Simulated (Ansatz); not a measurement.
The system is SnO2 (Cassiterite).

```
Sn O
1.0
     4.73800    0.00000    0.00000
     0.00000    4.73800    0.00000
     0.00000    0.00000    3.18650
Sn O
2 4
Direct
  0.50000 0.50000 0.50000
  0.00000 0.00000 0.00000
  0.80710 0.19290 0.50000
  0.69290 0.69290 0.00000
  0.19290 0.80710 0.50000
  0.30710 0.30710 0.00000
```

| Quantity | Value |
| --- | --- |
| Program | Ansatz 0.2.0 |
| Task | relaxation of cell and atoms |
| Functional | revPBE |
| Dispersion | D3(BJ) |
| Potentials or basis | Ansatz PAW |
| Cutoff | 420 eV (not typed: the program's choice for these potentials) |
| k mesh | 6 × 6 × 8 |
| Occupations | fermi-dirac, width 0.05 eV |
| Spin | no spin polarisation |

At the start: volume 11.92 Å³/atom.

Question: How do energy, volume and symmetry change on relaxing?

Answer: It ends after 8 steps and the volume is 12.37 Å³/atom (+3.8 %); space group P4_2/mnm (No. 136, to 0.05 Å).

The path:
```csv
step,energy change (eV),largest force (eV/Å),volume (Å³)
1,0.0000,0.3141,71.53
2,-0.0555,0.0219,74.08
3,-0.0558,0.0625,74.18
4,-0.0565,0.0066,74.11
5,-0.0565,0.0001,74.13
6,-0.0712,0.0002,74.13
7,-0.0707,0.0003,74.24
8,-0.0710,0.0004,74.24
```

Final structure:
```
Sn O
1.0
     4.79301    0.00000    0.00000
     0.00000    4.79301    0.00000
     0.00000    0.00000    3.23175
Sn O
2 4
Cartesian
  2.3965 2.3965 1.6159
  0.0000 0.0000 0.0000
  3.8633 0.9297 1.6159
  3.3262 3.3262 0.0000
  0.9297 3.8633 1.6159
  1.4668 1.4668 0.0000
```

Caveat: the plane-wave basis is chosen anew once the cell has moved, so the energies of steps on either side of that aren't comparable; the pressure holds a Pulay correction of +0.8 GPa for the finite cutoff; the PAW data sets come from PBE, with cores solved anew for the run's functional, which leaves a small shift of forces and pressure.
